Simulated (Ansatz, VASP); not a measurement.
**One calculation of MgS, two programs**

```xyz
2
Lattice="0.0000 2.6016 2.6016 2.6016 0.0000 2.6016 2.6016 2.6016 0.0000" Properties=species:S:1:pos:R:3 pbc="T T T"
Mg    0.0000    0.0000    0.0000
S     2.6016    2.6016    2.4266
```

Change from the starting cell: all S atoms moved +0.175 Å, as atom 2 towards its neighbour atom 1 (Mg) at 2.602 Å.

Alike in both runs: task single point; functional PBEsol; k mesh 8 × 8 × 8; occupations gaussian, width 0.05 eV; no spin polarisation.

|  | VASP | Ansatz |
| --- | --- | --- |
| version | VASP 6.6.1 | Ansatz 0.2.0 |
| potentials or method | VASP PAW PBE potentials, release 64 (Mg, S) | scalar-relativistic, plane waves, PAW |
| plane-wave cutoff (eV) | 520 | 420 |
| valence electrons in the cell | 8 | 16 |

Ansatz gave:

```
gap on the k mesh at the Fermi level (eV)       : 2.71
least direct gap on the mesh (eV)               : 3.59
pressure (GPa)                                  : 0.1
largest component of the traceless stress (GPa) : 2.54
rms of the force components (eV/Å)              : 0.335
```

What did VASP give for the same quantities?

gap on the k mesh at the Fermi level (eV): 2.71; least direct gap on the mesh (eV): 3.59; pressure (GPa): -0.1; largest component of the traceless stress (GPa): 2.54; rms of the force components (eV/Å): 0.335.

Atom by atom the forces differ by 0.001 eV/Å (rms over components). With one functional, cell and mesh, what is left measures potentials, basis and numerics. The two sets of potentials don't hold the same shells in valence.

Caveats: the PAW data sets were made with another functional, which shifts forces and pressure a little (VASP). A k mesh can miss the band edges.
